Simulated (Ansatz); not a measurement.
Crystal: V.

```
CELL_PARAMETERS angstrom
-1.51435 1.51435 1.51435
1.51435 -1.51435 1.51435
1.51435 1.51435 -1.51435
ATOMIC_POSITIONS crystal
V 0.00000 0.00000 0.00000
```

Base run:

| Property | Result |
| --- | --- |
| Program | Ansatz 0.2.0 |
| Functional | PBE |
| Potentials or basis | all-electron LAPW, scalar-relativistic |
| Cutoff | 258 eV (chosen from the basis error) |
| Basis error allowed | 0.001 eV/atom |
| k mesh | 12 × 12 × 12 |
| Occupations | fermi-dirac, width 0.05 eV |
| Spin | collinear spin, ferromagnetic start |
| Starting moments | [2.0] μB |

Its results: pressure -5.4 GPa; net moment 0.00 μB per cell.

Task: The run is repeated on the same cell with these changes: occupations from fermi-dirac, width 0.05 eV to gaussian, width 0.022 eV. What comes out?

Result: Pressure -5.3 GPa; net moment 0.12 μB per cell; site moments V +0.11 μB.

Caveats: the starting moments weren't kept.
